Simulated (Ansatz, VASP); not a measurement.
**Ge: VASP beside Ansatz**

INCAR

```
SYSTEM = Ge
PREC = Accurate
ENCUT = 520
EDIFF = 1E-7
ISMEAR = -1
SIGMA = 0.05
LREAL = .False.
LASPH = .True.
NELM = 60
ALGO = Normal
ISIF = 2
LWAVE = .False.
LCHARG = .True.
GGA = RP
IVDW = 12
LELF = .True.
LVHAR = .True.
NBANDS = 21
```

File KPOINTS:

```
Automatic mesh
0
Gamma
  8 8 8
  0 0 0
```

File POSCAR:

```
Ge
1.0
    0.0000000000      2.8289100000      2.8289100000
    2.8289100000      0.0000000000      2.8289100000
    2.8289100000      2.8289100000      0.0000000000
Ge
2
Direct
    0.7500000000      0.7500000000      0.7500000000
    0.5000000000      0.5000000000      0.5000000000
```

Contents of input.yaml:

```yaml
crystal:
  lattice:
    - [0.0, 2.82891, 2.82891]
    - [2.82891, 0.0, 2.82891]
    - [2.82891, 2.82891, 0.0]
  atoms:
    - { symbol: Ge, position: [0.75, 0.75, 0.75] }
    - { symbol: Ge, position: [0.5, 0.5, 0.5] }
hamiltonian:
  xc: rpbe
  pseudopotentials: { kind: paw }
  dispersion: d3bj
kpoints:
  mp_grid: { grid: [8, 8, 8] }
scf:
  occupations: { method: fermi_dirac, width: 0.05 }
output:
  forces: true
  stress: true
  eigenvalues: true
```

Alike in both runs: task single point; functional RPBE; dispersion D3(BJ); k mesh 8 × 8 × 8; occupations fermi-dirac, width 0.05 eV; no spin polarisation.

|  | VASP | Ansatz |
| --- | --- | --- |
| version | VASP 6.6.1 | Ansatz 0.2.0 |
| potentials or method | VASP PAW PBE potentials, release 64 (Ge_d) | Ansatz PAW |
| plane-wave cutoff (eV) | 520 | 420 |
| valence electrons in the cell | 28 | 28 |

```tsv
	VASP	Ansatz	Ansatz less VASP
gap on the k mesh at the Fermi level (eV)	0.15	0.14	-0.014
least direct gap on the mesh (eV)	0.15	0.14	-0.014
pressure (GPa)	-4.5	-4.3	+0.19
dispersion energy (meV/atom)	-1266.2	-1266.2	-0.07
```

Caveats: the PAW data sets were made with another functional, which shifts forces and pressure a little (VASP); the PAW data sets come from PBE, with cores solved anew for the run's functional, which leaves a small shift of forces and pressure (Ansatz).
